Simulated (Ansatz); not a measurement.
Task: a calculation of the elastic constants of AlP, space group F-43m, with Ansatz 0.2.0 through its Python package. Give the script and its output. Use (first run): PBE, PAW, cutoff 476 eV, 8×8×8 k-points, cold smearing of 0.1 eV.

```
Al P
1.0
     0.00000    2.72550    2.72550
     2.72550    0.00000    2.72550
     2.72550    2.72550    0.00000
Al P
1 1
Direct
  0.00000 0.00000 0.00000
  0.25000 0.25000 0.25000
```

`run_elastic.py`
```python
from dataclasses import replace
import warnings

import ansatz as az
import numpy as np

warnings.simplefilter('ignore', az.DeckWarning)

alp = (
    az.Lattice.of([0.0, 2.7255, 2.7255], [2.7255, 0.0, 2.7255], [2.7255, 2.7255, 0.0])
    .atom('Al', [0.0, 0.0, 0.0])
    .atom('P', [0.25, 0.25, 0.25])
)

setup = alp.calculation().functional('PBE').basis(35 * az.Ry).occupations('cold').kpoints(8, 8, 8)
rest = setup.relax(cell=True).run().lattice
relaxed = az.Crystal(lattice=az.Lattice.of(rest.cell_ang))
for site in rest.sites:
    relaxed = relaxed.atom(site.symbol, site.position_frac)
setup = replace(setup, crystal=relaxed)
print('relaxed volume {:.3f} A^3'.format(abs(np.linalg.det(rest.cell_ang))))
res = setup.elastic('relaxed_ion', amplitude=0.01).run()
elastic = res.elastic

C = np.asarray(elastic.c_gpa)
for i in range(6):
    for j in range(i, 6):
        if abs(C[i, j]) > 0.05:
            print(f'C{i + 1}{j + 1} = {C[i, j]:.1f} GPa')
print('smallest eigenvalue of C:', round(elastic.stability.min_eigenvalue_gpa, 1), 'GPa; tensor positive definite:', elastic.stability.min_eigenvalue_gpa > 0)
if elastic.stability.min_eigenvalue_gpa > 0:
    m = elastic.moduli
    anisotropy = 5 * m.g_voigt_gpa / m.g_reuss_gpa + m.k_voigt_gpa / m.k_reuss_gpa - 6
    print(f'Voigt K {m.k_voigt_gpa:.1f} G {m.g_voigt_gpa:.1f}; Reuss K {m.k_reuss_gpa:.1f} G {m.g_reuss_gpa:.1f}; universal anisotropy index {anisotropy:.3f}')
```

```console
$ python run_elastic.py
relaxed volume 41.753 A^3
C11 = 125.7 GPa
C12 = 61.4 GPa
C13 = 61.4 GPa
C22 = 125.7 GPa
C23 = 61.4 GPa
C33 = 125.7 GPa
C44 = 60.6 GPa
C55 = 60.6 GPa
C66 = 60.6 GPa
smallest eigenvalue of C: 60.6 GPa; tensor positive definite: True
Voigt K 82.8 G 49.2; Reuss K 82.8 G 44.8; universal anisotropy index 0.498
```

Reading the output:
- A positive definite tensor excludes instabilities under uniform strain alone; phonons elsewhere in the zone can still be imaginary.
- Of the deposited cell: the entry's cell lengths or inner coordinates differ somewhat from later room-temperature determinations.
- In a crystal with a gap the Fermi level's place inside it depends on smearing and mesh.
- The starting cell is as deposited in a crystallographic database; the results hold for this polymorph, which needn't be the stable one.
- The constants belong to the cell that was strained; where it wasn't relaxed first it may be under stress.
- Finished in 70 s on 1 thread of Arm Neoverse V1 (shared host), peak memory 0.46 GiB.
